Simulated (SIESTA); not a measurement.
KTaO3:

```
Ta K O
1.0
     3.98830    0.00000    0.00000
     0.00000    3.98830    0.00000
     0.00000    0.00000    3.98830
Ta K O
1 1 3
Cartesian
  0.0000 0.0000 0.0000
  1.9942 1.9942 1.9942
  0.0000 0.0000 1.9942
  0.0000 1.9942 0.0000
  1.9942 0.0000 0.0000
```

```yaml
Program: SIESTA 5.4.2
Task: single point
Functional: PBE
Potentials_or_basis: PseudoDojo 0.4 standard (PBE files)
Basis: DZP (energy shift 0.003 Ry; two zetas on semicore shells; d shell added on K)
Grid_cutoff: 800 Ry
Energy_shift: 0.003 Ry
k_mesh: 7 × 7 × 7
Occupations: fermi-dirac, width 0.05 eV
Spin: no spin polarisation
```

On this cell: pressure 8.0 GPa; largest force zero by symmetry; band gap on the k mesh 2.02 eV, indirect (least direct gap 2.53 eV).

The same run follows on a disturbed copy (atoms moved at random, drawn with an rms of 0.05 Å):

```
Ta K O
1.0
     3.98830    0.00000    0.00000
     0.00000    3.98830    0.00000
     0.00000    0.00000    3.98830
Ta K O
1 1 3
Cartesian
  -0.0351 0.0254 -0.0525
  2.0287 1.9853 2.0841
  -0.0139 0.0041 1.9539
  0.0019 2.0111 0.0071
  1.9758 0.0292 -0.0165
```

Task: What does the disturbed cell give?

Result: The energy moves by +10.5 meV/atom; pressure 8.2 GPa; largest force 0.636 eV/Å; band gap on the k mesh 2.02 eV, indirect (least direct gap 2.54 eV).

Forces in eV/Å, atoms in the order of the input:
```
Ta   0.145 -0.085  0.273
K   -0.264  0.140 -0.562
O    0.018  0.022  0.450
O   -0.036 -0.005 -0.124
O    0.132 -0.073 -0.038
```

Stress tensor (GPa, compression positive):
```
 8.31 -0.06  0.24
-0.06  8.22 -0.20
 0.24 -0.20  8.05
```

Caveats: short orbitals over semicore shells can move pressures by several GPa; spin-orbit coupling is left out, which moves the levels of the heavy elements; an odd mesh through Γ misses points on the zone boundary, where band edges often lie; the basis of atomic orbitals isn't converged, which shifts pressures, moduli and gaps.
